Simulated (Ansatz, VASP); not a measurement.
Two plane-wave programs on MgS (Niningerite)

File INCAR:

```
PREC = Accurate
ENCUT = 520
EDIFF = 1E-6
ISMEAR = -1
SIGMA = 0.05
LREAL = False
LASPH = True
NELM = 80
ALGO = Normal
ISIF = 2
LWAVE = False
LCHARG = False
GGA = PE
NBANDS = 11
```

File KPOINTS:

```
regular mesh
0
Gamma
  9 9 9
```

The input POSCAR:

```
MgS
1.0
    0.0000000000      2.6016500000      2.6016500000
    2.6016500000      0.0000000000      2.6016500000
    2.6016500000      2.6016500000      0.0000000000
S Mg
1 1
Direct
    0.5000000000      0.5000000000      0.5000000000
    0.0000000000      0.0000000000      0.0000000000
```

input.yaml

```yaml
crystal:
  lattice:
    - [0.0, 2.60165, 2.60165]
    - [2.60165, 0.0, 2.60165]
    - [2.60165, 2.60165, 0.0]
  atoms:
    - { symbol: S, position: [0.5, 0.5, 0.5] }
    - { symbol: Mg, position: [0.0, 0.0, 0.0] }
hamiltonian:
  xc: pbe
  pseudopotentials: { kind: paw }
kpoints:
  mp_grid: { grid: [9, 9, 9] }
  band_path:
    path:
      - [[0.0, 0.0, 0.0], [0.5, 0.0, 0.5], [0.5, 0.25, 0.75], [0.375, 0.375, 0.75], [0.0, 0.0, 0.0], [0.5, 0.5, 0.5], [0.625, 0.25, 0.625], [0.5, 0.25, 0.75], [0.5, 0.5, 0.5], [0.375, 0.375, 0.75]]
      - [[0.625, 0.25, 0.625], [0.5, 0.0, 0.5]]
    npoints: 14
scf:
  occupations: { method: fermi_dirac, width: 0.05 }
  n_extra_bands: 6
output:
  forces: true
  stress: true
  eigenvalues: true
  fatbands: true
  write_density: true
  write_potential: true
  elf: true
  volumetric_format: npy
```

Alike in both runs: functional PBE; k mesh 9 × 9 × 9; occupations fermi-dirac, width 0.05 eV; no spin polarisation.

```csv
,VASP,Ansatz
version,VASP 6.6.1,Ansatz 0.2.0
potentials or method,"VASP PAW PBE potentials, release 64 (S, Mg)",Ansatz PAW
plane-wave cutoff (eV),520,420
valence electrons in the cell,8,16
task,single point,band structure
```

Ansatz gave:

```
gap on the k mesh at the Fermi level (eV) : 2.92
least direct gap on the mesh (eV)         : 3.72
pressure (GPa)                            : 1.2
```

**Question.** Which values does VASP return?

**Answer.** gap on the k mesh at the Fermi level (eV): 2.91; least direct gap on the mesh (eV): 3.71; pressure (GPa): 0.9.

With one functional, cell and mesh, what is left measures potentials, basis and numerics. The two sets of potentials don't hold the same shells in valence.

Caveats: an odd mesh through Γ misses points on the zone boundary, where band edges often lie (VASP); the k mesh misses the band edges, so the gap on the mesh is wider than the one along the path (Ansatz). PBE gaps usually lie below the measured ones, often by a third to a half.
